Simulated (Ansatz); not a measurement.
Runs of Ansatz 0.2.0 on ZnO (zincite). The structure is hexagonal, space group P6_3mc (No. 186). The conventional cell has a = 3.249 Å, b = 3.249 Å, c = 5.206 Å, α = 90.00°, β = 90.00°, γ = 120.00°. Zn (site symmetry 3m) has 4 O at 1.97 to 1.98 Å as nearest neighbours. O (site symmetry 3m) is surrounded by 4 Zn at 1.97 to 1.98 Å. 

| task | level | potentials or basis | cell | cutoff (eV) | V0 of scaled cells (Å³/atom) | B0 (GPa) |
| --- | --- | --- | --- | --- | --- | --- |
| equation of state | PBE | PseudoDojo stringent | as given | 1252 | 12.29 | 130 |
| equation of state | BPBE | Ansatz PAW | as given | 420 | 12.29 | 129 |
| equation of state | revPBE+D4 | Ansatz PAW | as given | 420 | (b) | 132 |
| equation of state | r2SCAN | Ansatz PAW | as given | 500 | 11.81 | (a) |

Alike in all rows: no spin polarisation; k mesh 9 × 9 × 5; smearing fermi-dirac 0.05 eV.

Q: Fill in the values left out.

A: (a) 150; (b) 11.99.

Caveats: the cell was scaled at fixed shape and fractional positions, which overstates the stiffness of a crystal with free parameters, most of all of layers and chains; the PAW data sets come from PBE, with cores solved anew for the run's functional, which leaves a small shift of forces and pressure (some runs); the potentials were made for another functional, which shifts forces and pressure (some runs).

Not every run made on this cell is shown here.
